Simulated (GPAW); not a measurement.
# BP (F-43m) in GPAW: a series of runs

The runs below take BP through band structure, equation of state, G0W0 quasiparticle levels, with LDA, SCAN, TPSS, PBE.

All numbers are computed with GPAW 26.7.0; they aren't measurements. Logs are shortened: lines on timing, memory, paths and dates and some standing lists are left out, and cuts for length are marked. The log counts tension as positive stress, the text compression.

**Experimental background.**

From “Equation of state of single-crystal cubic boron phosphide”, 2014, arxiv:1407.1677, for a bulk crystal of BP at 300 K: bulk modulus 179 ± 1 GPa.

How close the calculation comes is told below.

## Step 1: The crystal as given

It takes space group F-43m (No. 216, cubic). The conventional cell has a = 4.538 Å, b = 4.538 Å, c = 4.538 Å, α = 90.00°, β = 90.00°, γ = 90.00°. P (site symmetry -43m) has 4 B at 1.97 Å as nearest neighbours. B (site symmetry -43m) has 4 P at 1.97 Å as nearest neighbours.

## Step 2: Band structure, LDA

run.py

```python
from ase.dft.bandgap import bandgap
from ase.io import read, write
from ase.units import GPa
from gpaw import GPAW, PW

atoms = read('BP.xyz')

calc = GPAW(mode=PW(1600),
            xc='LDA',
            kpts={'size': (10, 10, 10), 'gamma': True},
            occupations={'name': 'fermi-dirac', 'width': 0.05},
            setups='hgh',
            nbands=-7,
            convergence={'density': 1e-05, 'energy': 1e-05},
            maxiter=150,
            txt='gpaw.txt')
atoms.calc = calc
energy = atoms.get_potential_energy()
forces = atoms.get_forces()
stress = atoms.get_stress()
calc.write('gs.gpw')
write('result.traj', atoms)
print(f'Energy: {energy:.6f} eV')
print('Forces (eV/A):')
print(forces.round(4))
print('Stress (GPa):', (stress / GPa).round(3))
print('Fermi level:', round(calc.get_fermi_level(), 4), 'eV')
print(f'Gap: {bandgap(calc)[0]:.4f} eV, direct: {bandgap(calc, direct=True)[0]:.4f} eV')

path = atoms.cell.bandpath('GXWKGLUWLK,UX', npoints=60, eps=1e-4)
bs_calc = calc.fixed_density(kpts=path, symmetry='off', nbands=-15,
                             convergence={'bands': 'CBM+6.0', 'eigenstates': 1e-6}, txt='bands.txt')
bs = bs_calc.band_structure()
bs.write('bs.json')
print(f'Gap on the path: {bandgap(bs_calc)[0]:.4f} eV')
```

BP.xyz

```xyz
2
Lattice="0.0000000000 2.2690000000 2.2690000000 2.2690000000 0.0000000000 2.2690000000 2.2690000000 2.2690000000 0.0000000000" Properties=species:S:1:pos:R:3 pbc="T T T"
P      3.4035000000      3.4035000000      3.4035000000
B      0.0000000000      0.0000000000      0.0000000000
```

Potentials or basis: HGH pseudopotentials, pw.

Launch:

```sh
OMP_NUM_THREADS=1 python run.py
```

gpaw.txt:

```text
__  _  _
 | _ |_)|_||  |
 |__||  | ||/\| - 26.7.0

Input parameters:
  mode=PW(ecut=1600.0),
  convergence={'density': 1e-05, 'energy': 1e-05},
  kpts=MonkhorstPack(size=(10, 10, 10), gamma=True),
  maxiter=150,
  nbands=-7,
  occupations=Occupations(name='fermi-dirac', width=0.05),
  setups={'default': 'hgh'},
  xc=XC(name='LDA')

Diagonalizing LCAO Hamiltonian
Converting LCAO to pw mode

                  P

       B

Atoms  # Å, Bohr magnetons
|   | symbol |        x |        y |        z |    initial magnetic moments |
|---|--------|----------|----------|----------|-----------------------------|
| 0 |      P | 3.403500 | 3.403500 | 3.403500 | ( 0.0000,  0.0000,  0.0000) |
| 1 |      B | 0.000000 | 0.000000 | 0.000000 | ( 0.0000,  0.0000,  0.0000) |

Unit cell  # Å
| periodic |        x |        y |        z |  lengths |    angles |
|----------|----------|----------|----------|----------|-----------|
|      yes | 0.000000 | 2.269000 | 2.269000 | 3.208851 | 60.000000 |
|      yes | 2.269000 | 0.000000 | 2.269000 | 3.208851 | 60.000000 |
|      yes | 2.269000 | 2.269000 | 0.000000 | 3.208851 | 60.000000 |

Number of symmetries: 24
Symmetry operations  # r_c * U_cc + t_c -> r_c
|    | kind |            matrix            |
|----|------|------------------------------|
|  0 |  E   |  1, 0, 0,  0, 1, 0,  0, 0, 1 |
|  1 |  σ   |  1, 0, 0,  0, 0, 1,  0, 1, 0 |
|  2 |  σ   |  1, 0,-1,  0, 1,-1,  0, 0,-1 |
|  3 |  C3  |  1, 0,-1,  0, 0,-1,  0, 1,-1 |
|  4 |  C3  |  1,-1, 0,  0,-1, 1,  0,-1, 0 |
|  5 |  σ   |  1,-1, 0,  0,-1, 0,  0,-1, 1 |
|  6 |  σ   |  0, 1, 0,  1, 0, 0,  0, 0, 1 |
|  7 |  C3  |  0, 1, 0,  0, 0, 1,  1, 0, 0 |
|  8 |  C2  |  0, 1,-1,  1, 0,-1,  0, 0,-1 |
|  9 |  S4  |  0, 1,-1,  0, 0,-1,  1, 0,-1 |
| 10 |  C3  |  0, 0, 1,  1, 0, 0,  0, 1, 0 |
| 11 |  σ   |  0, 0, 1,  0, 1, 0,  1, 0, 0 |
| 12 |  S4  |  0, 0,-1,  1, 0,-1,  0, 1,-1 |
| 13 |  C3  |  0, 0,-1,  0, 1,-1,  1, 0,-1 |
| 14 |  S4  |  0,-1, 1,  1,-1, 0,  0,-1, 0 |
| 15 |  C2  |  0,-1, 1,  0,-1, 0,  1,-1, 0 |
| 16 |  C3  |  0,-1, 0,  1,-1, 0,  0,-1, 1 |
| 17 |  S4  |  0,-1, 0,  0,-1, 1,  1,-1, 0 |
| 18 |  S4  | -1, 1, 0, -1, 0, 1, -1, 0, 0 |
| 19 |  C3  | -1, 1, 0, -1, 0, 0, -1, 0, 1 |
| 20 |  C3  | -1, 0, 1, -1, 1, 0, -1, 0, 0 |
| 21 |  S4  | -1, 0, 1, -1, 0, 0, -1, 1, 0 |
| 22 |  σ   | -1, 0, 0, -1, 1, 0, -1, 0, 1 |
| 23 |  C2  | -1, 0, 0, -1, 0, 1, -1, 1, 0 |

BZ-sampling:
  Number of BZ points: 1000
  Number of IBZ points: 47

  Monkhorst-Pack size: [10, 10, 10]
  Monkhorst-Pack shift: [0.05, 0.05, 0.05]

K-points  # in reciprocal-cell coordinates
|     |                                coordinates |     weight |
|-----|--------------------------------------------|------------|
|   0 | (  0.00000000,   0.00000000,   0.00000000) | 0.00100000 |
|   1 | (  0.10000000,   0.10000000,   0.00000000) | 0.00600000 |
|   2 | (  0.10000000,   0.10000000,   0.10000000) | 0.00800000 |
|   3 | (  0.20000000,   0.10000000,   0.10000000) | 0.01200000 |
|   4 | (  0.20000000,   0.20000000,   0.00000000) | 0.00600000 |
|   5 | (  0.20000000,   0.20000000,   0.10000000) | 0.02400000 |
|   6 | (  0.20000000,   0.20000000,   0.20000000) | 0.00800000 |
|   7 | (  0.30000000,   0.20000000,   0.10000000) | 0.02400000 |
|   8 | (  0.30000000,   0.20000000,   0.20000000) | 0.02400000 |
|   9 | (  0.30000000,   0.30000000,   0.00000000) | 0.00600000 |
| ... |                                            |            |
|  46 | (  0.50000000,   0.50000000,   0.50000000) | 0.00400000 |

Plane wave coefficients: 3479
Cutoff: 1600.0 eV

Spin-components: 1 (collinear spins)
Bands:           11
Projectors:      6
Spin-degeneracy: 2
Datatype:        complex128

Parallelization:
  kpt:    1
  domain: 1
  band:   1

Density:
  Valence electrons: 8.0
  Components: 1
  Grid points: [30 30 30]
  Charge: 0.0  # |e|

Potential:
  Grid points: [30 30 30]

species:
  HGH setup for P
      Valence Z=5, rloc=0.43000
      Local part coeffs: -6.65422
      Projectors:
          l=0, rc=0.38980
          l=1, rc=0.44080
      Diagonal coefficients of nonlocal parts:
          l=0:  6.84214,  3.85669
          l=1:  3.28261,  0.00000

    LCAO basis set for P:
      Name: atompaw.sz
      This basis set was not loaded from a file
      Number of radial functions: 2
      Number of spherical harmonics: 4
        l=0, rc=8.9500 Bohr: 1s e=-0.514 f=2.000
        l=1, rc=8.9500 Bohr: 1p e=-0.204 f=3.000
      Number of RI-basis functions 0

  HGH setup for B
      Valence Z=3, rloc=0.43393
      Local part coeffs: -5.57864, 0.80425
      Projectors:
          l=0, rc=0.37384
          l=1, rc=0.36039
      Diagonal coefficients of nonlocal parts:
          l=0:  6.23393
          l=1:  0.00000

    LCAO basis set for B:
      Name: atompaw.sz
      This basis set was not loaded from a file
      Number of radial functions: 2
      Number of spherical harmonics: 4
        l=0, rc=8.9500 Bohr: 1s e=-0.344 f=2.000
        l=1, rc=8.9500 Bohr: 1p e=-0.135 f=1.000
      Number of RI-basis functions 0

Reference energy: 0.000000  # eV

eigensolver:
  PPCG
  Converge bands: occupied
  niter=2

density mixing:
  MSR1-Mixer
  Pratt-step length: 0.05
  Maximum mixing coefficient: 0.75
  Old densities: 10
  SVD Regularization: 0.005
  Good broyden scale: 1.0
  Trust region scale: 1.0
  Backstep threshold: 4.0
  History deletion threshold: 6.0
  Fourier metric: weight=20.0, sigma=0.015

occupation numbers:
  Fermi-Dirac:
    width: 0.0500  # eV

poisson solver:
  ecut: 12800.0  # eV

xc functional:
  name: None

convergence criteria:
- Maximum integral of absolute [dens]ity change: 1e-05 electrons / valence electron
- Maximum [total energy] change in last 3 cyles: 1e-05 eV / valence electron
- Maximum integral of absolute [eigenst]ate change: 4e-08 eV^2 / valence electron
maximum number of iterations: 150

SCF iterations
|iter     | |      energy | eigst |  dens |
|---------|-|-------------|-------|-------|
|iter:   1| | -259.671821 | +0.46 |       |
|iter:   2| | -259.560318 | -1.11 | -0.69 |
|iter:   3| | -258.930939 | -1.16 | -0.72 |
|iter:   4| | -258.915769 | -2.74 | -1.40 |
|iter:   5| | -258.914579 | -3.91 | -1.87 |
|iter:   6| | -258.914540 | -5.05 | -2.51 |
|iter:   7| | -258.914540c| -6.78 | -3.71 |
|iter:   8| | -258.914540c| -8.24c| -4.20 |
|iter:   9| | -258.914540c| -9.04c| -5.49c|

Converged in 9 steps
Energy contributions relative to reference atoms: (reference = 0.000000)

Energy contributions:
  Kinetic:         172.004887
  Coulomb:        -334.404411
  Zero:            -20.135057
  External:          0.000000
  Xc:              -76.379958
  Entropy:          -0.000000
  Spinorbit:         0.000000
  ----------------------------
  Free energy:    -258.914540
  Extrapolated:   -258.914540

dipole moment: (-3.218992, -3.218992, -3.218992)  # |e|*Ang

Fermi level: 7.973
Eigenvalues  # (at kpt = [0.000, 0.000, 0.000])
| band index |      eig [eV] | occ [0-2] |
|------------|---------------|-----------|
|          0 |        -7.999 |     2.000 |
|          1 |         7.388 |     2.000 |
|          2 |         7.388 |     2.000 |
|          3 |         7.388 |     2.000 |
|          4 |        10.782 |     0.000 |
|          5 |        10.782 |     0.000 |
|          6 |        10.782 |     0.000 |
|          7 |        14.652 |     0.000 |
|          8 |        18.618 |     0.000 |
|          9 |        19.473 |     0.000 |
|         10 |        19.473 |     0.000 |

Gap: 1.205 eV
Transition (v -> c):
  (s=0, k=0, n=3, [0.00, 0.00, 0.00]) -> (s=0, k=24, n=4, [0.40, 0.40, 0.00])
Direct/indirect transitions are different
Direct gap: 3.394 eV
Transition at: (s=0, k=0, n=3, [0.00, 0.00, 0.00])

Forces  # eV/Ang
|        x |       y |        z |
|----------|---------|----------|
|  0.00000 | 0.00000 | -0.00000 |  # P    0
| -0.00000 | 0.00000 |  0.00000 |  # B    1

Stress tensor  # eV/Ang^3
|         x |         y |         z |
|-----------|-----------|-----------|
|  0.041246 |  0.000000 | -0.000000 |
|  0.000000 |  0.041246 | -0.000000 |
| -0.000000 | -0.000000 |  0.041246 |

# Writing to gs.gpw (mode='')
```

It took 45 s on 1 thread of Intel Xeon Platinum 8375C at 2.90GHz (Ice Lake), shared host; peak memory 0.33 GiB.

Results:

- Free energy: -258.9145 eV
- Pressure: -6.6 GPa
- Band gap on the k mesh: 1.20 eV, indirect (least direct gap 3.39 eV)
- Band gap along the path: 1.22 eV, indirect (least direct gap 3.39 eV)

Levels at the corners of the path, in eV from the valence-band top:
| point | band 1 | band 2 | band 3 | band 4 | band 5 | band 6 | band 7 | band 8 |
| --- | --- | --- | --- | --- | --- | --- | --- | --- |
| Γ | -15.39 | 0.00 | 0.00 | 0.00 | 3.39 | 3.39 | 3.39 | 7.26 |
| X | -10.56 | -8.47 | -4.09 | -4.09 | 1.33 | 1.56 | 11.92 | 11.92 |
| W | -10.28 | -7.92 | -5.67 | -5.47 | 5.24 | 6.67 | 7.12 | 7.44 |
| K | -10.55 | -8.05 | -6.22 | -3.48 | 2.10 | 5.91 | 9.62 | 10.49 |
| Γ | -15.39 | 0.00 | 0.00 | 0.00 | 3.39 | 3.39 | 3.39 | 7.26 |
| L | -12.06 | -8.99 | -1.74 | -1.74 | 3.75 | 4.69 | 4.69 | 9.94 |
| U | -10.55 | -8.05 | -6.22 | -3.48 | 2.10 | 5.91 | 9.62 | 10.49 |
| W | -10.28 | -7.92 | -5.67 | -5.47 | 5.24 | 6.67 | 7.12 | 7.44 |
| L | -12.06 | -8.99 | -1.74 | -1.74 | 3.75 | 4.69 | 4.69 | 9.94 |
| K | -10.55 | -8.05 | -6.22 | -3.48 | 2.10 | 5.91 | 9.62 | 10.49 |
| U | -10.55 | -8.05 | -6.22 | -3.48 | 2.10 | 5.91 | 9.62 | 10.49 |
| X | -10.56 | -8.47 | -4.09 | -4.09 | 1.33 | 1.56 | 11.92 | 11.92 |

Caveat: HGH potentials are hard and often keep d shells in the core, so these values are rough. LDA gaps usually lie below the measured ones, often by a third to a half.

## Step 3: Equation of state, LDA

run.py

```python
from ase.eos import EquationOfState
from ase.io import Trajectory, read
from ase.units import GPa
from gpaw import GPAW, PW, setup_paths

setup_paths.insert(0, '.')

atoms = read('POSCAR')

traj = Trajectory('eos.traj', 'w')
volumes, energies = [], []
for x in [0.94, 0.96, 0.98, 1.0, 1.02, 1.04, 1.06]:
    a = atoms.copy()
    a.set_cell(atoms.cell * x**(1 / 3), scale_atoms=True)
    calc = GPAW(mode=PW(800),
                xc='LDA',
                kpts={'size': (10, 10, 10), 'gamma': True},
                occupations={'name': 'fermi-dirac', 'width': 0.05},
                nbands=11,
                convergence={'density': 1e-05, 'energy': 1e-05},
                maxiter=150,
                txt=f'eos-{x:.2f}.txt')
    a.calc = calc
    energies.append(a.get_potential_energy(force_consistent=True))
    volumes.append(a.get_volume())
    p = -a.get_stress()[:3].mean() / GPa
    calc.write(f'eos-{x:.2f}.gpw')
    traj.write(a)
    print(f'{x:.2f} {volumes[-1]:10.4f} A^3 {energies[-1]:14.6f} eV {p:9.3f} GPa', flush=True)

v0, e0, B = EquationOfState(volumes, energies, eos='birchmurnaghan').fit()
print(f'V0 = {v0:.4f} A^3, E0 = {e0:.6f} eV, B0 = {B / GPa:.2f} GPa')
```

POSCAR

```
BP
1.0
    0.0000000000      2.2690000000      2.2690000000
    2.2690000000      0.0000000000      2.2690000000
    2.2690000000      2.2690000000      0.0000000000
P B
1 1
Direct
    0.7500000000      0.7500000000      0.7500000000
    0.0000000000      0.0000000000      0.0000000000
```

Potentials or basis: PAW data sets generated in the run's folder for this functional, pw.

Launch:

```sh
gpaw-setup -f LDA B P
OMP_NUM_THREADS=1 python run.py
```

Wall time 66 s (1 thread of Intel Xeon Platinum 8375C at 2.90GHz (Ice Lake), shared host); peak memory 0.23 GiB.

It converged, with:

| Quantity | Value |
| --- | --- |
| Equilibrium volume | 11.34 Å³/atom |
| Bulk modulus | 176 GPa |
| Pressure derivative of the bulk modulus | 3.8 |

Energy against volume, from the lowest point:
```
volume (Å³/atom)  energy (meV/atom)
          10.981               6.24
          11.214               0.33
          11.448               0.00
          11.682               4.75
          11.915              14.07
          12.149              27.57
          12.383              44.82
```

LDA usually gives volumes a few per cent too small.

## Step 4: Equation of state, SCAN

run.py: that of step 3 with these lines changed.

```diff
@@ -3,7 +3,5 @@
 from ase.units import GPa
-from gpaw import GPAW, PW, setup_paths
+from gpaw import GPAW, PW
 
-setup_paths.insert(0, '.')
-
-atoms = read('POSCAR')
+atoms = read('BP.xyz')
 
@@ -15,3 +13,3 @@
     calc = GPAW(mode=PW(800),
-                xc='LDA',
+                xc='MGGA_X_SCAN+MGGA_C_SCAN',
                 kpts={'size': (10, 10, 10), 'gamma': True},
```

BP.xyz is that of step 2.

Potentials or basis: GPAW PAW data sets (gpaw-data 1.2.1), pw.

Launch:

```sh
OMP_NUM_THREADS=1 python run.py
```

It took 4.4 min on 1 thread of Intel Xeon Platinum 8375C at 2.90GHz (Ice Lake), shared host; peak memory 0.47 GiB.

Results (log left out):

```yaml
Equilibrium_volume: "11.61 Å³/atom (rough: see the caveat)"
Bulk_modulus: 176 GPa (rough)
```

Energy against volume, from the lowest point:
```tsv
volume (Å³/atom)	energy (meV/atom)
10.981	20.25
11.214	7.73
11.448	1.13
11.682	0.00
11.915	4.24
12.149	12.68
12.383	25.30
```

Caveat: the points scatter about the fit; the PAW data sets were made with another functional, which shifts forces and pressure a little.

## Step 5: Band structure, TPSS

run.py

```python
from ase.dft.bandgap import bandgap
from ase.io import read, write
from ase.units import GPa
from gpaw import GPAW, PW

atoms = read('BP.xyz')

calc = GPAW(mode=PW(800),
            xc='MGGA_X_TPSS+MGGA_C_TPSS',
            kpts={'size': (10, 10, 10), 'gamma': True},
            occupations={'name': 'fermi-dirac', 'width': 0.05},
            nbands=11,
            convergence={'density': 1e-05, 'energy': 1e-05},
            eigensolver='davidson',
            maxiter=150,
            txt='gpaw.txt')
atoms.calc = calc
energy = atoms.get_potential_energy()
forces = atoms.get_forces()
stress = atoms.get_stress()
calc.write('gs.gpw')
write('result.traj', atoms)
print(f'Energy: {energy:.6f} eV')
print('Forces (eV/A):')
print(forces.round(4))
print('Stress (GPa):', (stress / GPa).round(3))
print('Fermi level:', round(calc.get_fermi_level(), 4), 'eV')
print(f'Gap: {bandgap(calc)[0]:.4f} eV, direct: {bandgap(calc, direct=True)[0]:.4f} eV')

path = atoms.cell.bandpath('GXWKGLUWLK,UX', npoints=80, eps=1e-4)
bs_calc = calc.fixed_density(kpts=path, symmetry='off', nbands=19,
                             convergence={'bands': 'CBM+6.0', 'eigenstates': 1e-6}, txt='bands.txt')
bs = bs_calc.band_structure()
bs.write('bs.json')
print(f'Gap on the path: {bandgap(bs_calc)[0]:.4f} eV')
```

BP.xyz is that of step 4.

Launch:

```sh
OMP_NUM_THREADS=1 python run.py
```

Wall time 83 s (1 thread of Intel Xeon Platinum 8375C at 2.90GHz (Ice Lake), shared host); peak memory 0.26 GiB.

The run converged. Its results:

```yaml
Free_energy: -18.7128 eV
Pressure: 1.1 GPa
Band_gap_on_the_k_mesh: 1.29 eV, indirect (least direct gap 3.58 eV)
Band_gap_along_the_path: 1.29 eV, indirect (least direct gap 3.58 eV)
```

Levels at the corners of the path, in eV from the valence-band top:
```
point  band 2  band 3  band 4  band 5  band 6  band 7
    Γ    0.00    0.00    0.00    3.58    3.58    3.58
    X   -8.76   -4.16   -4.16    1.37    1.72   12.46
    W   -8.23   -5.75   -5.54    5.43    6.83    7.56
    K   -8.33   -6.31   -3.54    2.21    6.13   10.04
    Γ    0.00    0.00    0.00    3.58    3.58    3.58
    L   -9.19   -1.77   -1.77    3.91    4.90    4.90
    U   -8.33   -6.31   -3.54    2.21    6.13   10.04
    W   -8.23   -5.75   -5.54    5.43    6.83    7.56
    L   -9.19   -1.77   -1.77    3.91    4.90    4.90
    K   -8.33   -6.31   -3.54    2.21    6.13   10.04
    U   -8.33   -6.31   -3.54    2.21    6.13   10.04
    X   -8.76   -4.16   -4.16    1.37    1.72   12.46
```

Caveat: the PAW data sets were made with another functional, which shifts forces and pressure a little. TPSS opens gaps a little over a GGA but as a rule still falls short of measured ones.

(Continued in part 2 of 2.)
